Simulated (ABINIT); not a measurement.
Here is an ABINIT 10.8.3 (patched build) calculation.

run.abi

```
pp_dirpath "./"
pseudos "S.upf, Mg.upf"

acell 3*1.0
rprim
     7.6243313651     0.0000000000     0.0000000000
    -3.8121656826     6.6028646491     0.0000000000
     0.0000000000     0.0000000000    12.1552743532
ntypat 2
znucl 16 12
natom 4
typat 1 1 2 2
xred
     0.6666666667     0.3333333333     0.8792441500
     0.3333333333     0.6666666667     0.3792441500
     0.3333333333     0.6666666667     0.9957548500
     0.6666666667     0.3333333333     0.4957548500

ecut 38.0

kptopt 1
ngkpt 6 6 3
nshiftk 1
shiftk 0.0 0.0 0.0

ixc -120135

nband 20
occopt 3
tsmear 0.00183747

nstep 100
tolvrs 1.0e-10

iomode 3
prtwf 0
prtden 0
prteig 0
prtebands 0
```

Potentials or basis: PseudoDojo NC SR PBEsol v0.4.1 standard.

Launch:

```console
$ abinit run.abi > log 2>&1
```

Task: What does it give for the pressure?

Result: -0.2 GPa.

Task: Estimate the band gap on the k mesh.

Result: 3.40 eV, direct.

Task: Estimate the largest force.

Result: 0.046 eV/Å.

Stress tensor (GPa, compression positive):
```
-0.07  0.00  0.00
 0.00 -0.07  0.00
 0.00  0.00 -0.42
```

Caveat: the potentials were made for another functional, which shifts forces and pressure. A hybrid or GW would open this gap; AM05 tends to underestimate it.
